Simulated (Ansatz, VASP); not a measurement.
# BaTiO3: VASP beside Ansatz

```
CELL_PARAMETERS angstrom
4.00600 0.00000 0.00000
0.00000 4.00600 0.00000
0.00000 0.00000 4.00600
ATOMIC_POSITIONS crystal
Ba 0.50000 0.50000 0.50000
Ti 0.00000 0.00000 0.00000
O 0.00000 0.00000 0.50000
O 0.00000 0.50000 0.00000
O 0.50000 0.00000 0.00000
```

Alike in both runs: functional r2SCAN; k mesh 6 × 6 × 6; no spin polarisation.

|  | VASP | Ansatz |
| --- | --- | --- |
| version | VASP 6.6.1 | Ansatz 0.2.0 |
| potentials or method | VASP PAW PBE potentials, release 64 (Ba_sv, Ti_sv, O) | Ansatz PAW |
| plane-wave cutoff (eV) | 520 | 500 |
| occupations | gaussian, width 0.01 eV | fixed |
| valence electrons in the cell | 40 | 40 |
| task | single point | band structure |

```tsv
	VASP	Ansatz	Ansatz less VASP
gap on the k mesh at the Fermi level (eV)	2.13	2.15	+0.022
least direct gap on the mesh (eV)	2.29	2.27	-0.020
pressure (GPa)	0.3	-1.6	-1.92
```

Caveats: spin-orbit coupling is left out, which moves the levels of the heavy elements; the PAW data sets were made with another functional, which shifts forces and pressure a little (VASP); the PAW data sets come from PBE, with cores solved anew for the run's functional, which leaves a small shift of forces and pressure (Ansatz). r2SCAN opens gaps a little over a GGA but as a rule still falls short of measured ones. A k mesh can miss the band edges.
